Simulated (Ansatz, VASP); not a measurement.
## SrO: VASP beside Ansatz

Wanted: the spread between two codes on one cell, functional and k mesh.

Main program and level: Ansatz 0.2.0; plane waves, with VASP 6.6.1 beside it; band structure at LDA, band structure at PBE and dielectric response at PBE.

### 1. The structure

Symmetry: Fm-3m, No. 225, cubic system. The conventional cell has a = 5.161 Å, b = 5.161 Å, c = 5.161 Å, α = 90.00°, β = 90.00°, γ = 90.00°. Nearest to Sr lie 6 O at 2.58 Å. O has 6 Sr at 2.58 Å nearest. Farther neighbours and most contacts between anions are not listed.

Structure file:

```
Sr O
1.0
     0.00000    2.58066    2.58066
     2.58066    0.00000    2.58066
     2.58066    2.58066    0.00000
Sr O
1 1
Direct
  0.00000 0.00000 0.00000
  0.50000 0.50000 0.50000
```

### 2. VASP: band structure, LDA

The same path points are solved in both programs, so levels can be compared one by one.

Lines of VASP's logs that name or quote its potential files are left out, and so is its time.

INCAR reads:

```
SYSTEM = SrO
PREC = Accurate
ENCUT = 520
EDIFF = 1E-06
NELM = 100
ISMEAR = 0
SIGMA = 0.02
LREAL = .FALSE.
ALGO = Normal
GGA = CA
NBANDS = 20
LORBIT = 11
LWAVE = .FALSE.
LCHARG = .FALSE.
KPAR = 4
```

POSCAR reads:

```
SrO
1.0
    0.0000000000      2.5806600000      2.5806600000
    2.5806600000      0.0000000000      2.5806600000
    2.5806600000      2.5806600000      0.0000000000
Sr O
1 1
Direct
    0.0000000000      0.0000000000      0.0000000000
    0.5000000000      0.5000000000      0.5000000000
```

KPOINTS reads:

```
Automatic mesh
0
Gamma
5 5 5
0 0 0
```

KPOINTS_OPT reads:

```
Line mode
16
Line-mode
Reciprocal
  0.00000000   0.00000000   0.00000000 GAMMA
  0.50000000   0.00000000   0.50000000 X

  0.50000000   0.00000000   0.50000000 X
  0.50000000   0.25000000   0.75000000 W

  0.50000000   0.25000000   0.75000000 W
  0.37500000   0.37500000   0.75000000 K

  0.37500000   0.37500000   0.75000000 K
  0.00000000   0.00000000   0.00000000 GAMMA

  0.00000000   0.00000000   0.00000000 GAMMA
  0.50000000   0.50000000   0.50000000 L

  0.50000000   0.50000000   0.50000000 L
  0.62500000   0.25000000   0.62500000 U

  0.62500000   0.25000000   0.62500000 U
  0.50000000   0.25000000   0.75000000 W

  0.50000000   0.25000000   0.75000000 W
  0.50000000   0.50000000   0.50000000 L

  0.50000000   0.50000000   0.50000000 L
  0.37500000   0.37500000   0.75000000 K

  0.62500000   0.25000000   0.62500000 U
  0.50000000   0.00000000   0.50000000 X
```

Potentials, in the order of the species: Sr_sv and O (PBE family, release 64).

Run with:

```sh
mpirun -np 4 vasp_std
```

Numbers of over 12 decimals in the logs are rounded to 6 here.

The program printed:

```text
[banner, memory and clock lines left out]
running    4 mpi-ranks, on    1 nodes
 distrk:  each k-point on    1 cores,    4 groups
 distr:  one band on    1 cores,    1 groups

 POSCAR found type information on POSCAR SrO
 POSCAR found :  2 types and       2 ions
|                                                                             |
|               ----> ADVICE to this user running VASP <----                  |
|                                                                             |
|     You enforced a specific xc type in the INCAR file but a different       |
|     [... a line on the potential file left out ...]
|     I HOPE YOU KNOW WHAT YOU ARE DOING!                                     |
|                                                                             |

 LDA part: xc-table for (Slater(with rela. corr.)+CA(PZ))
 , standard interpolation
 POSCAR, INCAR and KPOINTS ok, starting setup
 FFT: planning ... GRIDC
 FFT: planning ... GRID_SOFT
 FFT: planning ... GRID
 WAVECAR not read
 entering main loop
       N       E                     dE             d eps       ncg     rms          rms(c)
DAV:   1     0.644741934600E+02    0.64474E+02   -0.79079E+03   400   0.789E+02
DAV:   2    -0.122599058279E+02   -0.76734E+02   -0.72287E+02   516   0.192E+02
DAV:   3    -0.154189894518E+02   -0.31591E+01   -0.31267E+01   536   0.303E+01
DAV:   4    -0.154637637012E+02   -0.44774E-01   -0.44752E-01   496   0.334E+00
DAV:   5    -0.154652199881E+02   -0.14563E-02   -0.14562E-02   488   0.444E-01    0.170E+01
DAV:   6    -0.136605617810E+02    0.18047E+01   -0.32716E+00   432   0.138E+01    0.202E+01
DAV:   7    -0.134811699139E+02    0.17939E+00   -0.21027E-01   484   0.359E+00    0.122E+01
DAV:   8    -0.134325291010E+02    0.48641E-01   -0.16568E-01   536   0.281E+00    0.464E-01
DAV:   9    -0.134322586656E+02    0.27044E-03   -0.89374E-03   448   0.418E-01    0.237E-01
DAV:  10    -0.134320052258E+02    0.25344E-03   -0.24207E-04   480   0.132E-01    0.125E-01
DAV:  11    -0.134319758636E+02    0.29362E-04   -0.10429E-04   504   0.827E-02    0.352E-02
DAV:  12    -0.134319795217E+02   -0.36581E-05   -0.12390E-05   536   0.188E-02    0.426E-03
DAV:  13    -0.134319795225E+02   -0.81923E-09   -0.44406E-07   252   0.415E-03
   1 F= -.13431980E+02 E0= -.13431980E+02  d E =-.164512E-55
 Start KPOINTS_OPT (optional k-point list driver)
k-point batch [1-10\160]
       N       E                     dE             ncg
DAV:   1    -0.799036448517E+03   -0.22059E+04      400
DAV:   2    -0.157119329956E+04   -0.77216E+03      464
DAV:   3    -0.159912529553E+04   -0.27932E+02      548
DAV:   4    -0.159971571026E+04   -0.59041E+00      532
DAV:   5    -0.159972457242E+04   -0.88622E-02      512
DAV:   6    -0.159972487565E+04   -0.30323E-03      548
DAV:   7    -0.159972488717E+04   -0.11514E-04      472
DAV:   8    -0.159972488760E+04   -0.43893E-06      364
[...]
k-point batch [151-160\160]
       N       E                     dE             ncg
DAV:   1    -0.839601880610E+03   -0.74698E+04      400
DAV:   2    -0.159602198826E+04   -0.75642E+03      504
DAV:   3    -0.162148680649E+04   -0.25465E+02      572
DAV:   4    -0.162179562900E+04   -0.30882E+00      456
DAV:   5    -0.162180008222E+04   -0.44532E-02      512
DAV:   6    -0.162180016283E+04   -0.80606E-04      476
DAV:   7    -0.162180016447E+04   -0.16382E-05      472
DAV:   8    -0.162180016450E+04   -0.31398E-07      292
```

From OUTCAR (step 2):

```text
ion  position               nearest neighbor table
   1  0.000  0.000  0.000-   2 2.58   2 2.58   2 2.58   2 2.58   2 2.58   2 2.58
   2  0.500  0.500  0.500-   1 2.58   1 2.58   1 2.58   1 2.58   1 2.58   1 2.58

  LATTYP: Found a face centered cubic cell.
 ALAT       =     5.1613200000

 Subroutine GETGRP returns: Found 48 space group operations
 (whereof 48 operations were pure point group operations)

The static configuration has the point symmetry O_h .

 Found     10 irreducible k-points:

   k-points           NKPTS =     10   k-points in BZ     NKDIM =     10   number of bands    NBANDS=     20

   dimension x,y,z NGX =    28 NGY =   28 NGZ =   28
   dimension x,y,z NGXF=    56 NGYF=   56 NGZF=   56

   ENCUT  =  520.0 eV  38.22 Ry    6.18 a.u.   6.79  6.79  6.79*2*pi/ulx,y,z

   NELECT =      16.0000    total number of electrons

 k-points in reciprocal lattice and weights: Automatic mesh
   0.00000000  0.00000000  0.00000000       0.008
   0.20000000  0.00000000  0.00000000       0.064
   0.40000000  0.00000000  0.00000000       0.064
   0.20000000  0.20000000  0.00000000       0.048
   0.40000000  0.20000000  0.00000000       0.192
  -0.40000000  0.20000000  0.00000000       0.192
  -0.20000000  0.20000000  0.00000000       0.096
   0.40000000  0.40000000  0.00000000       0.048
  -0.40000000  0.40000000  0.00000000       0.096
  -0.40000000  0.40000000  0.20000000       0.192

 average (electrostatic) potential at core
       1 -36.3819       2 -70.7793

 E-fermi :   1.4215

 k-point     1 :       0.0000    0.0000    0.0000
  band No.  band energies     occupation
    ...
      4     -12.6413      2.00000
      5     -12.6413      2.00000
      6       1.2022      2.00000
      7       1.2022      2.00000
      8       1.2022      2.00000
      9       4.9201      0.00000
     10       7.2824      0.00000
     11       7.2824      0.00000
     12       7.2824      0.00000
     13       9.4831      0.00000
    ...

 k-point     2 :       0.2000    0.0000    0.0000
  band No.  band energies     occupation
    ...
      4     -12.6706      2.00000
      5     -11.9701      2.00000
      6       0.2225      2.00000
      7       0.7561      2.00000
      8       0.7561      2.00000
      9       6.4848      0.00000
     10       7.0540      0.00000
     11       8.0414      0.00000
     12       8.0414      0.00000
     13      10.4489      0.00000
    ...

 k-point     3 :       0.4000    0.0000    0.0000
  band No.  band energies     occupation
    ...
      4     -12.7171      2.00000
      5     -11.4258      2.00000
      6      -0.8640      2.00000
      7       0.1540      2.00000
      8       0.1540      2.00000
      9       7.4398      0.00000
     10       8.9146      0.00000
     11       9.6132      0.00000
     12       9.6132      0.00000
     13      12.4281      0.00000
    ...

  Total       -0.9701843     -0.9701843     -0.9701843      0.0000000      0.0000000      0.0000000
  in kB      -45.2212394    -45.2212394    -45.2212394      0.0000000      0.0000000      0.0000000
  external PRESSURE =     -45.2212394 kB  Pullay stress =       0.0000000 kB

  energy-cutoff  :      520.00
  volume of cell :       34.37
      direct lattice vectors                 reciprocal lattice vectors
     0.000000000  2.580660000  2.580660000    -0.193748886  0.193748886  0.193748886
     2.580660000  0.000000000  2.580660000     0.193748886 -0.193748886  0.193748886
     2.580660000  2.580660000  0.000000000     0.193748886  0.193748886 -0.193748886

 POSITION                                       TOTAL-FORCE (eV/Angst)
 -----------------------------------------------------------------------------------
      0.00000      0.00000      0.00000         0.000000     -0.000000     -0.000000
      2.58066      2.58066      2.58066        -0.000000      0.000000      0.000000
 -----------------------------------------------------------------------------------
    total drift:                                0.000000      0.000000      0.000000

  FREE ENERGIE OF THE ION-ELECTRON SYSTEM (eV)
  ---------------------------------------------------
  free  energy   TOTEN  =       -13.4319795225 eV

  energy  without entropy=      -13.4319795225  energy(sigma->0) =      -13.43197952

 total charge
# of ion       s       p       d       tot
------------------------------------------
    1        2.014   5.755   0.258   8.026
    2        1.539   3.390   0.000   4.929
--------------------------------------------------
tot          3.553   9.145   0.258  12.955

[... 3 further parts left out ...]
```

The PAW data sets were made with PBE, though LDA sets exist; this is a small mismatch. At this level the cell is under a tension of 4.5 GPa, so at these settings it is away from equilibrium.

### 3. Ansatz: band structure, LDA

Ansatz runs on its default PAW (the set named soft_2) files.

The same cell, functional (in two slightly different forms), mesh and smearing now go to Ansatz, which takes its cutoff from its data sets.

input.yaml reads:

```yaml
crystal:
  lattice:
    - [0.0, 2.58066, 2.58066]
    - [2.58066, 0.0, 2.58066]
    - [2.58066, 2.58066, 0.0]
  atoms:
    - { symbol: Sr, position: [0.0, 0.0, 0.0] }
    - { symbol: O, position: [0.5, 0.5, 0.5] }
hamiltonian:
  xc: lda
  pseudopotentials: { kind: paw }
kpoints:
  mp_grid: { grid: [5, 5, 5] }
  band_path:
    path:
      - [0.0, 0.0, 0.0]
      - [0.16667, 0.0, 0.16667]
      - [0.33333, 0.0, 0.33333]
      - [0.5, 0.0, 0.5]
      - [0.5, 0.08333, 0.58333]
      - [0.5, 0.18333, 0.68333]
      - [0.5, 0.25, 0.75]
      - [0.45, 0.3, 0.75]
      - [0.40833, 0.34167, 0.75]
      - [0.35, 0.35, 0.7]
      - [0.225, 0.225, 0.45]
      - [0.075, 0.075, 0.15]
      - [0.03333, 0.03333, 0.03333]
      - [0.23333, 0.23333, 0.23333]
      - [0.4, 0.4, 0.4]
      - [0.51667, 0.46667, 0.51667]
      - [0.55833, 0.38333, 0.55833]
      - [0.60833, 0.28333, 0.60833]
      - [0.60833, 0.25, 0.64167]
      - [0.55833, 0.25, 0.69167]
      - [0.51667, 0.25, 0.73333]
      - [0.5, 0.3, 0.7]
      - [0.5, 0.38333, 0.61667]
      - [0.5, 0.48333, 0.51667]
      - [0.475, 0.475, 0.55]
      - [0.425, 0.425, 0.65]
      - [0.38333, 0.38333, 0.73333]
      - [0.59167, 0.18333, 0.59167]
      - [0.55, 0.1, 0.55]
      - [0.5, 0.0, 0.5]
    npoints: 1
scf:
  occupations: { method: gaussian, width: 0.02 }
  n_extra_bands: 7
output:
  forces: true
  stress: true
  eigenvalues: true
```

Run with:

```sh
ansatz run input.yaml --threads 2 --pin off --max-ram 4608MiB --backend cpu --events-out ev --progress --plain --runs-dir out
```

The program printed:

```text
scf.n_extra_bands = 7 over 8 filled bands (N_el = 16.0): the run solves 15 bands
Engine: ansatz 0.2.0, aarch64-unknown-linux-gnu
Pseudopotentials: kind: paw
Pseudopotential: Sr, paw, valence charge 10, recommended cutoff 420 eV (normal), Sr.paw.azcp
Pseudopotential: O, paw, valence charge 6, recommended cutoff 420 eV (normal), O.paw.azcp
Functional definition: SPW92
  exchange = slater_x
  correlation = pw_c
Crystal: 2 atoms, lattice volume = 34.373 Å³
Basis set: ecut = 420 eV, 645 PW (Γ)
Bands: 15, of which v1, the nominal top of the filled ones, is band 8 counted from 1 (7 counted from 0)
Symmetry: 48 space group operations
Space group: Fm-3m (ITA 225), of the structure as read, at distance tolerance 3.3e-5 Å
k-points: 10 of 125
Non-local potential: Sr, projectors of the file, l = 0: 3, l = 1: 2, l = 2: 2
Non-local potential: O, projectors of the file, l = 0: 2, l = 1: 2, l = 2: 1
PAW form: soft (Blöchl's): semilocal exchange-correlation on the pseudo side does not see the compensation charge
PAW frozen core: Sr, regenerated for the run's functional, and the local potential with it (the file was generated under x = pbe(κ = 0.804, μ = 0.219515), c = pbe(β = 0.066725))
PAW frozen core: O, regenerated for the run's functional, and the local potential with it (the file was generated under x = pbe(κ = 0.804, μ = 0.219515), c = pbe(β = 0.066725))
PAW one-centre angular grid: Sr, 110 points (default); XC on 64 Gauss nodes
PAW one-centre angular grid: O, 110 points (default); XC on 64 Gauss nodes
Initial density: superposition of atomic densities (neutral atoms: chi_scale 0, normalization atom), corrected by the library's trained network
Initial wavefunctions: pseudopotential atomic-orbital guess
Functional: x = slater, c = lda
SCF iter   1: F=—  HF=-4002.815408 eV  |F-HF|=—  |Δ(HF+E_count)|=         —  Δρ=1.64e-2  dr2=9.48e-2  ethr=1.77e-3  ⟨swp⟩=9.1  Hψ=1086  notcnv=0  defer=1
preconditioner: auto → none  [insulator: Δε(μ)=3.066 eV  Ē_g=17.870 eV  σ=0.020 eV  W_gap=1.00  n_scr=8 (ndim 8)  ℏωp=23.7 eV  f_vac=0.000  D(μ)=0.00/eV (n_scr^D=0)  ε∞_Penn≈2.8]
SCF iter   2: F=—  HF=-4002.798189 eV  |F-HF|=—  |Δ(HF+E_count)|=   1.72e-2  Δρ=5.43e-3  dr2=1.17e-2  ethr=5.93e-4  ⟨swp⟩=1.9  Hψ=261  notcnv=0  defer=11
SCF iter   3: F=—  HF=-4002.795793 eV  |F-HF|=—  |Δ(HF+E_count)|=   2.40e-3  Δρ=6.19e-4  dr2=8.80e-5  ethr=7.32e-5  ⟨swp⟩=2.1  Hψ=208  notcnv=0  defer=14
SCF iter   4: F=—  HF=-4002.795784 eV  |F-HF|=—  |Δ(HF+E_count)|=   9.01e-6  Δρ=2.90e-5  dr2=1.22e-7  ethr=5.50e-7  ⟨swp⟩=2.5  Hψ=202  notcnv=0  defer=14
iter 5 did not close the SCF: its close was put off for the readings that it lacked (scf_convergence_deferred on its scf_iter line)
SCF iter   5: F=-4002.795784 eV  HF=-4002.795784 eV  |F-HF|=4.11e-9  |Δ(HF+E_count)|=   7.29e-8  Δρ=7.25e-6  dr2=7.43e-9  ethr=7.66e-10  ⟨swp⟩=2.4  Hψ=239  notcnv=0  defer=14
SCF iter   6: F=-4002.795784 eV  HF=-4002.795784 eV  |F-HF|=2.82e-10  |Δ(HF+E_count)|=   1.35e-9  Δρ=1.31e-6  dr2=3.92e-10  ethr=4.64e-11  ⟨swp⟩=7.6  Hψ=685  notcnv=0
SCF 1 converged in 6 iterations: F = -4002.795784 eV  dr2 = 3.92e-10
  greatest PAW one-centre occupation: 0.987 electrons in one spin orbital (limit 2), on the Sr atom at site 0 (counted from 0), in its partial waves of l = 0
NSCF: frozen V_eff on 30 k-points
SCF converged after 6 iterations
Free energy (F): -4002.795784 eV
Harris-Foulkes:  -4002.795784 eV  (|F-HF|=2.82e-10)
Internal energy: -4002.795784 eV  (E = F + TS)
E sigma→0 (E₀):  -4002.795784 eV
Fermi energy:    9.071330 eV
--- Per-component energies (eV) ---
  E_band       = -64.762285
  E_kinetic    = 420.908014
  E_local      = -872.013300  (includes V_loc(G=0)·N_el)
  E_nonlocal   = 256.069871
  E_hartree    = 233.519113
  E_xc         = -245.676022
  E_vxc        = -257.115740  (∫ρ·V_xc dr)
  E_paw        = -2743.767609  (= ΣΔE_a)
  E_vpaw       = -79.651729  (= ΣTr[D̂ρ^β])
  E_aug_tail   = 0.002453  (compensation charges beyond the density's cutoff)
  E_ewald      = -1052.229361
  E_core_change = 0.391057  (= ΣΔE_core)
  E_smearing   = -0.000000  (= −TS)
  E_closure    = -0.000000  (closes the sum)
  Σ components = -4002.795784   (vs F -4002.795784, Δ=0.00e0)
--- Forces (eV/Å), atoms counted from 1 ---
  atom   1  Sr    -0.00000000     0.00000000     0.00000000
  atom   2  O      0.00000000    -0.00000000     0.00000000
  max |Σ_I F_I| component: 2.73e-29 eV/Å
--- Stress (GPa, compression-positive) ---
       -5.218637       0.000000       0.000000
        0.000000      -5.218637       0.000000
        0.000000       0.000000      -5.218637
  P = ⅓ Tr σ = -5.2186 GPa (-52.186 kbar)
--- Band table (eV; the first three rows and the last of 10) ---
  k-point 0: bands = [... 4 lower, -6.4073, 7.3973, 7.3973, 7.3973, 11.1257, 13.5370, 13.5370, 13.5370, ... 3 higher]
  k-point 1: bands = [... 4 lower, -5.7527, 6.4278, 6.9641, 6.9641, 12.6896, 13.2839, 14.2874, 14.2874, ... 3 higher]
  k-point 2: bands = [... 4 lower, -5.2157, 5.3556, 6.3776, 6.3776, 13.6682, 15.0869, 15.8580, 15.8580, ... 3 higher]
  k-point 9: bands = [... 4 lower, -5.7484, 6.2173, 6.7075, 7.0015, 12.5753, 14.2809, 16.0546, 17.7222, ... 3 higher]
```

It took 0.6 s on 2 threads of Arm Neoverse V1, shared host; peak memory 0.25 GiB.

In the SCF lines HF is the Harris–Foulkes energy and dr2 the Hartree energy of the density residual, in eV; the loop may stop once dr2 is under the threshold and the program's other checks hold. Hψ counts applications of the Hamiltonian.

### 4. Comparison

Known differences besides the potentials themselves: the two LDA forms differ slightly; the cutoff is 420 eV in Ansatz and 520 eV in VASP; Ansatz makes its cores anew for this functional, VASP keeps those of its PBE data sets; VASP's log shows a relativistic correction to its local exchange, Ansatz's none. Total energies have different zeros and are not compared.

Both answers:

```
                                        quantity  Ansatz   VASP  difference
                                  pressure (GPa)   -5.22  -4.52       -0.70
pressure without Ansatz's Pulay correction (GPa)   -5.72  -4.52       -1.19
                   gap over the path points (eV)   3.163  3.106      +0.057
```

Levels at points of the path, from each program's valence-band top (eV; 3 filled, then empty):

```
k (reciprocal lattice)                             Ansatz                               VASP
     0.000 0.000 0.000      0.00 0.00 0.00 3.73 6.14 6.14      0.00 0.00 0.00 3.72 6.08 6.08
     0.167 0.000 0.167   -1.07 -0.10 -0.10 4.91 5.04 7.26   -1.09 -0.11 -0.11 4.89 4.99 7.21
     0.333 0.000 0.333   -1.11 -0.13 -0.13 3.67 6.62 9.61   -1.14 -0.14 -0.14 3.62 6.60 9.55
     0.500 0.000 0.500  -0.43 -0.09 -0.09 3.16 7.71 10.02  -0.45 -0.09 -0.09 3.11 7.67 10.07
     0.500 0.083 0.583   -0.44 -0.36 -0.17 3.54 7.97 8.97   -0.46 -0.37 -0.19 3.49 7.93 8.97
     0.500 0.183 0.683   -0.96 -0.46 -0.36 4.78 7.12 8.46   -0.98 -0.47 -0.38 4.75 7.10 8.42
     0.500 0.250 0.750   -1.12 -0.43 -0.43 5.89 5.89 8.58   -1.14 -0.45 -0.45 5.87 5.87 8.53
     0.450 0.300 0.750   -1.07 -0.46 -0.46 5.14 6.81 8.60   -1.09 -0.48 -0.48 5.10 6.79 8.55
     0.408 0.342 0.750   -0.99 -0.53 -0.47 4.76 7.51 8.65   -1.01 -0.55 -0.49 4.72 7.49 8.61
     0.350 0.350 0.700   -1.19 -0.70 -0.48 5.20 7.32 8.85   -1.21 -0.72 -0.50 5.17 7.30 8.81
```

Among the levels compared at these points, filled levels agree within 31 meV and empty ones within 60 meV. Ansatz's pressure holds a Pulay correction of 0.50 GPa; VASP's holds none.

### 5. Ansatz: band structure, PBE

Levels along a path test the potential and the projectors away from the mesh points.

Edit input.yaml of step 3 so:

```diff
@@ -9,3 +9,3 @@
 hamiltonian:
-  xc: lda
+  xc: pbe
   pseudopotentials: { kind: paw }
```

The program printed:

```text
[...]
Crystal: 2 atoms, lattice volume = 34.373 Å³
Basis set: ecut = 420 eV, 645 PW (Γ), exchange–correlation on 50×50×50 points (8 copies of the dense FFT grid, shifted against one another)
Bands: 15, of which v1, the nominal top of the filled ones, is band 8 counted from 1 (7 counted from 0)
Symmetry: 48 space group operations
[...]
k-points: 10 of 125
[...]
k-point 0: bands = [... 4 lower, -6.1829, 7.8161, 7.8161, 7.8161, 11.7421, 14.0494, 14.0494, 14.0494, ... 3 higher]
  k-point 1: bands = [... 4 lower, -5.5960, 6.8874, 7.3917, 7.3917, 13.2827, 13.8184, 14.7864, 14.7864, ... 3 higher]
  k-point 2: bands = [... 4 lower, -5.0918, 5.8455, 6.8153, 6.8153, 14.1932, 15.6962, 16.3198, 16.3198, ... 3 higher]
  k-point 9: bands = [... 4 lower, -5.5976, 6.6687, 7.1350, 7.4285, 13.1195, 14.8161, 16.4954, 18.1268, ... 3 higher]
[key lines of the parts left out:]
SCF converged after 6 iterations
Free energy (F): -4114.624714 eV
Fermi energy:    9.566283 eV
P = ⅓ Tr σ = 1.7280 GPa (17.280 kbar)
```

Elapsed: 0.62 s, on 2 threads; peak memory 0.25 GiB.

[end of part 1 of 2]

[Lines on the potential files, build, host, timing and source positions are cut from VASP's logs without a mark.]

[Logs are printed without paths, hosts, clocks, repeated set-up lines and the standing remarks that a program may print on its own settings, such as how far it seeks lower states.]

[Hosts, paths, dates, database ids (printed as entryN), source tags and the programs' standing remarks are cut or masked in the printed files.]

[VASP's PBE data sets in a run with another functional are called a small mismatch above; for pressures it isn't always small: they can move by 1 GPa and more.]
